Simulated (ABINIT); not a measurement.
# Ge (Fd-3m) in ABINIT: notebook

The runs below take Ge through relaxation of cell and atoms, with PBEsol.

Program: ABINIT 10.8.3 (patched build). These are calculated values, not measurements. Logs are shortened: lines on timing, memory, paths and dates and some standing lists are left out, and cuts for length are marked. The log counts tension as positive stress, the text compression.

## Step 1: The structure

Symmetry: Fd-3m, No. 227, cubic system. Conventional cell: a = 5.658 Å, b = 5.658 Å, c = 5.658 Å, α = 90.00°, β = 90.00°, γ = 90.00°. Ge (site symmetry -43m) is surrounded by 4 Ge at 2.45 Å.

## Step 2: Relaxation of cell and atoms, PBEsol

File run.abi:

```
pp_dirpath "./"
pseudos "Ge.GGA_PBE-JTH.xml"

acell 7.5601949712 7.5601949712 7.5601949712
rprim
     0.0000000000     0.7071067812     0.7071067812
     0.7071067812     0.0000000000     0.7071067812
     0.7071067812     0.7071067812     0.0000000000
ntypat 1
znucl 32
natom 2
typat 1 1
xcart
     4.2433650000     4.2433650000     4.2433650000
     2.8289100000     2.8289100000     2.8289100000 Angstrom
chkprim 0
chksymtnons 0
tolsym 1.0e-6

ecut 598.650497 eV
pawecutdg 44.0
pawxcdev 0
pawovlp -1

kptopt 1
ngkpt 8 8 8
nshiftk 1
shiftk 0.0 0.0 0.0

ixc -116133

nband 18
occopt 3
tsmear 0.00183747

nstep 100
tolvrs 1.0e-9

iomode 3
prtwf 0
prtden 0
prteig 0
prtebands 0

ionmov 2
ntime 60
tolmxf 0.0002
optcell 2
dilatmx 1.08
ecutsm 0.5
```

Potentials or basis: JTH PAW PBE v2.0.

Launch:

```
$ abinit run.abi > log 2>&1
```

run.abo:

```text
.Version 10.8.3 of ABINIT
 Symmetries : space group Fd -3 m (#227); Bravais cF (face-center cubic)
================================================================================
 Values of the parameters that define the memory need of the present run
     intxc =       0    ionmov =       2      iscf =      17    lmnmax =      18
     lnmax =       6     mgfft =      36  mpssoang =       3    mqgrid =    3001
     natom =       2  nloc_mem =       2    nspden =       1   nspinor =       1
    nsppol =       1      nsym =      48    n1xccc =       1    ntypat =       1
    occopt =       3   xclevel =       2
       mpw =        1924          nfft =       46656          nkpt =          29
 PAW method is used; the additional fine FFT grid is defined by:
   mgfftf=        50    nfftf =    125000
================================================================================
================================================================================

--------------------------------------------------------------------------------
------------- Echo of variables that govern the present computation ------------
--------------------------------------------------------------------------------
 -outvars: echo values of preprocessed input variables --------
            acell      7.5601949712E+00  7.5601949712E+00  7.5601949712E+00 Bohr
              amu      7.26100000E+01
          chkprim           0
      chksymtnons           0
          dilatmx      1.08000000E+00
             ecut      2.20000000E+01 Hartree
           ecutsm      5.00000000E-01 Hartree
           ionmov           2
              ixc     -116133
         kptrlatt        8    0    0      0    8    0      0    0    8
          kptrlen      6.04815598E+01
            natom           2
            nband          18
            ngfft          36      36      36
          ngfftdg          50      50      50
             nkpt          29
            nstep         100
             nsym          48
            ntime          60
           ntypat           1
           occopt           3
          optcell           2
        pawecutdg      4.40000000E+01 Hartree
          pawovlp     -1.0000000000E+00
         pawxcdev           0
           prtden           0
        prtebands           0
           prteig           0
            prtwf           0
            rprim      0.0000000000E+00  7.0710678120E-01  7.0710678120E-01
                       7.0710678120E-01  0.0000000000E+00  7.0710678120E-01
                       7.0710678120E-01  7.0710678120E-01  0.0000000000E+00
          spgroup         227
           tolmxf      2.00000000E-04
           tolsym      1.00000000E-06
           tolvrs      1.00000000E-09
           tsmear      1.83747000E-03 Hartree
            typat      1  1
           useylm           1
           xangst      4.2433649995E+00  4.2433649995E+00  4.2433649995E+00
                       2.8289100005E+00  2.8289100005E+00  2.8289100005E+00
            xcart      8.0187977014E+00  8.0187977014E+00  8.0187977014E+00
                       5.3458651357E+00  5.3458651357E+00  5.3458651357E+00
             xred      7.5000000041E-01  7.5000000041E-01  7.5000000041E-01
                       5.0000000041E-01  5.0000000041E-01  5.0000000041E-01
            znucl       32.00000

================================================================================

 chkinp: Checking input parameters for consistency.

================================================================================
== DATASET  1 ==================================================================

--- !DatasetInfo
iteration_state: {dtset: 1, }
dimensions: {natom: 2, nkpt: 29, mband: 18, nsppol: 1, nspinor: 1, nspden: 1, mpw: 1924, }
cutoff_energies: {ecut:  22.0, pawecutdg:  44.0, }
electrons: {nelect:   2.80000000E+01, charge:   0.00000000E+00, occopt:   3.00000000E+00, tsmear:   1.83747000E-03, }
meta: {optdriver: 0, ionmov: 2, optcell: 2, iscf: 17, paral_kgb: 0, }
...

 Real(R)+Recip(G) space primitive vectors, cartesian coordinates (Bohr,Bohr^-1):
 R(1)=  0.0000000  5.3458651  5.3458651  G(1)= -0.0935302  0.0935302  0.0935302
 R(2)=  5.3458651  0.0000000  5.3458651  G(2)=  0.0935302 -0.0935302  0.0935302
 R(3)=  5.3458651  5.3458651  0.0000000  G(3)=  0.0935302  0.0935302 -0.0935302
 Unit cell volume ucvol=  3.0555120E+02 bohr^3
[... 208 lines left out ...]
  5.35015087026180E+00  0.00000000000000E+00  5.35015087026180E+00
  5.35015087026180E+00  5.35015087026180E+00  0.00000000000000E+00
 Unitary Cell Volume (ucvol) [Bohr^3]=  3.06286660435073E+02
 Angles (23,13,12)= [degrees]
  6.00000000000000E+01  6.00000000000000E+01  6.00000000000000E+01
 Lengths [Bohr]
  7.56625592146646E+00  7.56625592146646E+00  7.56625592146646E+00
 Stress tensor in cartesian coordinates (strten) [Ha/bohr^3]
 -2.11111601848418E-05  0.00000000000000E+00  0.00000000000000E+00
  0.00000000000000E+00 -2.11111601848453E-05  0.00000000000000E+00
  0.00000000000000E+00  0.00000000000000E+00 -2.11111601848488E-05
 Total energy (etotal) [Ha]= -1.91114674535140E+02

 Difference of energy with previous step (new-old):
           Absolute (Ha)=-1.75804E-05
           Relative     =-9.19887E-08

--- Iteration: ( 3/60) Internal Cycle: (1/1)
--------------------------------------------------------------------------------

---SELF-CONSISTENT-FIELD CONVERGENCE--------------------------------------------
[... 76 lines left out ...]
 Real space primitive translations (rprimd) [bohr]
  0.00000000000000E+00  5.36645963438898E+00  5.36645963438898E+00
  5.36645963438898E+00  0.00000000000000E+00  5.36645963438898E+00
  5.36645963438898E+00  5.36645963438898E+00  0.00000000000000E+00
 Unitary Cell Volume (ucvol) [Bohr^3]=  3.09096150748277E+02
 Angles (23,13,12)= [degrees]
  6.00000000000000E+01  6.00000000000000E+01  6.00000000000000E+01
 Lengths [Bohr]
  7.58931999688066E+00  7.58931999688066E+00  7.58931999688066E+00
 Stress tensor in cartesian coordinates (strten) [Ha/bohr^3]
 -1.76953437389105E-08  0.00000000000000E+00  0.00000000000000E+00
  0.00000000000000E+00 -1.76953437423799E-08  0.00000000000000E+00
  0.00000000000000E+00  0.00000000000000E+00 -1.76953437458494E-08
 Total energy (etotal) [Ha]= -1.91114704112626E+02

 Difference of energy with previous step (new-old):
           Absolute (Ha)=-2.95775E-05
           Relative     =-1.54763E-07

 At Broyd/MD step   3, gradients are converged :
  max grad (force/stress) = 1.7695E-06 < tolmxf= 2.0000E-04 ha/bohr (free atoms)

================================================================================

 ----iterations are completed or convergence reached----

 Mean square residual over all n,k,spin=   15.185E-11; max=  67.731E-09
 reduced coordinates (array xred) for    2 atoms
       0.750000000411      0.750000000411      0.750000000411
       0.500000000411      0.500000000411      0.500000000411
 rms dE/dt=  1.3706E-28; max dE/dt=  1.8512E-28; dE/dt below (all hartree)
    1       0.000000000000     -0.000000000000     -0.000000000000
    2       0.000000000000     -0.000000000000     -0.000000000000

 cartesian coordinates (angstrom) at end:
    1      4.25971221206652     4.25971221206652     4.25971221206652
    2      2.83980814215506     2.83980814215506     2.83980814215506

 cartesian forces (hartree/bohr) at end:
    1      0.00000000000000    -0.00000000000000    -0.00000000000000
    2      0.00000000000000     0.00000000000000     0.00000000000000
 frms,max,avg= 2.0242571E-30 3.1359656E-30   0.000E+00  0.000E+00  0.000E+00 h/b

 cartesian forces (eV/Angstrom) at end:
    1      0.00000000000000    -0.00000000000000    -0.00000000000000
    2      0.00000000000000     0.00000000000000     0.00000000000000
 frms,max,avg= 1.0409148E-28 1.6125783E-28   0.000E+00  0.000E+00  0.000E+00 e/A
 length scales=  7.589319996881  7.589319996881  7.589319996881 bohr
              =  4.016095185875  4.016095185875  4.016095185875 angstroms
 Fermi (or HOMO) energy (hartree) =   0.24604   Average Vxc (hartree)=  -0.34477
 Eigenvalues (hartree) for nkpt=  29  k points:
 kpt#   1, nband= 18, wtk=  0.00195, kpt=  0.0000  0.0000  0.0000 (reduced coord)
  -0.66328   -0.66328   -0.66328   -0.66197   -0.66197   -0.65439   -0.65439   -0.65439
  -0.65393   -0.65393   -0.22146    0.24146    0.24625    0.24625    0.24625    0.33911
   0.33911    0.33911
      occupation numbers for kpt#   1
   2.00000    2.00000    2.00000    2.00000    2.00000    2.00000    2.00000    2.00000
   2.00000    2.00000    2.00000    1.84727    0.94152    0.94152    0.94152    0.00000
   0.00000    0.00000
 prteigrs : prtvol=0 or 1, do not print more k-points.

--- !EnergyTerms
iteration_state     : {dtset: 1, itime: 3, icycle: 1, }
comment             : Components of total free energy in Hartree
kinetic             :  1.30983848013189E+01
hartree             :  4.46713588705477E+01
xc                  : -4.59572540145180E+00
Ewald energy        : -9.83714113757619E+01
psp_core            :  3.67113870708309E+00
local_psp           : -1.44846624633647E+02
PAW spherical_terms : -4.74179860048275E+00
internal            : -1.91114677632394E+02
'-kT*entropy'       : -3.44531411163064E-05
total_energy        : -1.91114712085535E+02
total_energy_eV     : -5.20049624784894E+03
...

--- !EnergyTermsDC
iteration_state     : {dtset: 1, itime: 3, icycle: 1, }
comment             : '"Double-counting" decomposition of free energy'
band_energy         : -1.28551952542422E+01
Ewald energy        : -9.83714113757619E+01
psp_core            :  3.67113870708309E+00
xc_dc               : -4.34527410982377E+01
PAW spherical_terms : -4.01064606383266E+01
internal            : -1.91114669659485E+02
'-kT*entropy'       : -3.44531411163064E-05
total_energy_dc     : -1.91114704112626E+02
total_energy_dc_eV  : -5.20049603089505E+03
...

--- !EnergyTermsWithPAWCore
iteration_state     : {dtset: 1, itime: 3, icycle: 1, }
comment             : 'Components of total free energy, including PAW core contributions'
Total energy        : -4.19495111525113E+03
Total energy DC     : -4.19495110727822E+03
Total energy (eV)   : -1.14150435080107E+05
Total energy DC (eV): -1.14150434863153E+05
...

 Cartesian components of stress tensor (hartree/bohr^3)
  sigma(1 1)= -1.76953437E-08  sigma(3 2)=  0.00000000E+00
  sigma(2 2)= -1.76953437E-08  sigma(3 1)=  0.00000000E+00
  sigma(3 3)= -1.76953437E-08  sigma(2 1)=  0.00000000E+00

-Cartesian components of stress tensor (GPa)         [Pressure=  5.2061E-04 GPa]
- sigma(1 1)= -5.20614987E-04  sigma(3 2)=  0.00000000E+00
- sigma(2 2)= -5.20614987E-04  sigma(3 1)=  0.00000000E+00
- sigma(3 3)= -5.20614987E-04  sigma(2 1)=  0.00000000E+00

== END DATASET(S) ==============================================================
================================================================================

 -outvars: echo values of variables after computation  --------
            acell      7.5893199969E+00  7.5893199969E+00  7.5893199969E+00 Bohr
           etotal     -1.9111470411E+02
            fcart      0.0000000000E+00 -3.1359655697E-30 -1.5679827849E-30
                       0.0000000000E+00  3.1359655697E-30  1.5679827849E-30
            rprim      0.0000000000E+00  7.0710678119E-01  7.0710678119E-01
                       7.0710678119E-01  0.0000000000E+00  7.0710678119E-01
                       7.0710678119E-01  7.0710678119E-01  0.0000000000E+00
           strten     -1.7695343739E-08 -1.7695343742E-08 -1.7695343746E-08
                       0.0000000000E+00  0.0000000000E+00  0.0000000000E+00
           xangst      4.2597122121E+00  4.2597122121E+00  4.2597122121E+00
                       2.8398081422E+00  2.8398081422E+00  2.8398081422E+00
             xred      7.5000000041E-01  7.5000000041E-01  7.5000000041E-01
                       5.0000000041E-01  5.0000000041E-01  5.0000000041E-01
 Calculation completed.
```

Run time: 56 s. Hardware: 1 thread of AMD EPYC 9R45 (Zen 5), shared host; peak memory 0.16 GiB.

Results:

| Quantity | Value |
| --- | --- |
| Free energy | -5200.4960 eV |
| Relaxed volume | 22.90 Å³/atom |
| Relaxed cell | a = 4.016 Å, b = 4.016 Å, c = 4.016 Å, α = 60.00°, β = 60.00°, γ = 60.00° |
| Space group after relaxing (to 0.05 Å) | Fd-3m (No. 227) |
| Energy gained by relaxing | 0.6 meV/atom |
| Ionic steps | 3 |
| Pressure after relaxing | 0.0 GPa |
| Band gap on the k mesh | none (metal or under the smearing width) |
| Valence electrons inside the program's atomic spheres | Ge 12.39 (radii [1.2196] Å) |

Step by step:
```tsv
step	energy change (eV)	largest force (eV/Å)	pressure (GPa)	volume (Å³)
1	0.0000	0.0000	0.79	45.28
2	-0.0005	0.0000	0.62	45.39
3	-0.0013	0.0000	0.00	45.80
```

Final structure:
```
Ge
1.0
     0.00000    2.83981    2.83981
     2.83981    0.00000    2.83981
     2.83981    2.83981    0.00000
Ge
2
Direct
  0.75000 0.75000 0.75000
  0.50000 0.50000 0.50000
```

Levels at points of the mesh, in eV from the Fermi level:
```csv
k point,band 10,band 11,band 12,band 13,band 14,band 15,band 16,band 17,band 18
"(0.00, 0.00, 0.00)",-24.49,-12.72,-0.12,0.01,0.01,0.01,2.53,2.53,2.53
"(0.50, 0.00, 0.00)",-24.46,-10.65,-7.58,-1.39,-1.39,0.09,3.72,3.72,6.96
"(0.50, 0.50, 0.00)",-24.45,-8.87,-8.87,-3.06,-3.06,0.69,0.69,9.39,9.39
```

Caveat: the PAW data sets were made with another functional, which shifts forces and pressure a little.

## Step 3: Relaxation of cell and atoms, PBEsol, target pressure 10 GPa, at which the enthalpy is minimised

run.abi, as its differences from that of step 2:

```diff
@@ -50 +50,2 @@
 ecutsm 0.5
+strtarget 3*-3.398931e-04 3*0.0
```

Potentials or basis: JTH PAW PBE v2.0.

Launch:

```
$ abinit run.abi > log 2>&1
```

It took 1.9 min on 1 thread of AMD EPYC 9R45 (Zen 5), shared host; peak memory 0.16 GiB.

It converged, with:

```
Free energy                                            : -5200.3591 eV
Relaxed volume                                         : 20.43 Å³/atom
Relaxed cell                                           : a = 3.866 Å, b = 3.866 Å, c = 3.866 Å, α = 60.00°, β = 60.00°, γ = 60.00°
Space group after relaxing (to 0.05 Å)                 : Fd-3m (No. 227)
Energy change on relaxing (the enthalpy is what falls) : +67.8 meV/atom
Ionic steps                                            : 5
Pressure after relaxing                                : 10.0 GPa
Band gap on the k mesh                                 : 0.35 eV, indirect (least direct gap 0.94 eV)
```

The path:
```
step  energy change (eV)  largest force (eV/Å)  pressure (GPa)  volume (Å³)
   1              0.0000                0.0000            0.79        45.28
   2              0.0142                0.0000            2.86        44.01
   3              0.1736                0.0000           11.61        40.30
   4              0.1322                0.0000            9.84        40.92
   5              0.1357                0.0000           10.00        40.87
```

Final structure:
```
CELL_PARAMETERS angstrom
0.00000 2.73389 2.73389
2.73389 0.00000 2.73389
2.73389 2.73389 0.00000
ATOMIC_POSITIONS crystal
Ge 0.75000 0.75000 0.75000
Ge 0.50000 0.50000 0.50000
```

Levels at points of the mesh, in eV from the valence-band top:
| k point | band 10 | band 11 | band 12 | band 13 | band 14 | band 15 | band 16 | band 17 | band 18 |
| --- | --- | --- | --- | --- | --- | --- | --- | --- | --- |
| (0.00, 0.00, 0.00) | -24.61 | -13.65 | 0.00 | 0.00 | 0.00 | 0.94 | 2.56 | 2.56 | 2.56 |
| (0.50, 0.00, 0.00) | -24.57 | -11.28 | -8.18 | -1.59 | -1.59 | 0.45 | 3.76 | 3.76 | 6.98 |
| (0.50, 0.50, 0.00) | -24.56 | -9.34 | -9.34 | -3.49 | -3.49 | 0.52 | 0.52 | 10.35 | 10.35 |

Caveat: the PAW data sets were made with another functional, which shifts forces and pressure a little; the atomic spheres overlap.

(Continued in part 2 of 2.)
